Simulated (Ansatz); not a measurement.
Runs of Ansatz 0.2.0 on Ge. Symmetry: Fd-3m, No. 227, cubic system. Conventional cell: a = 5.658 Å, b = 5.658 Å, c = 5.658 Å, α = 90.00°, β = 90.00°, γ = 90.00°. Around Ge (site symmetry -43m) lie 4 Ge at 2.45 Å. 

| task | level | cutoff (eV) | points for each segment of the path | q mesh | gap on the mesh (eV) | pressure (GPa) |
| --- | --- | --- | --- | --- | --- | --- |
| band structure | r2SCAN | 500 | 14 | - | 0.44 | 0.6 |
| density of states | PBEsol | 420 | - | - | none | 0.6 |
| band structure | PBE | 420 | 14 | - | none | (a) |
| phonons | PBEsol | 420 | 8 | 2 × 2 × 2 | none | - |

Alike in all rows: potentials or basis Ansatz PAW; no spin polarisation; cell as given; k mesh 8 × 8 × 8; smearing fermi-dirac 0.05 eV.

**Question.** Estimate the missing entries.

**Answer.** (a) 3.6.

Caveats: the PAW data sets come from PBE, with cores solved anew for the run's functional, which leaves a small shift of forces and pressure (some runs); this crystal is a semiconductor, whose small gap the functional closes, so the metal is an error of the method (some runs).

A k mesh can miss the band edges, and the runs leave out spin-orbit coupling on Ge.

A gap of «none» marks a metal or a gap under the smearing width.
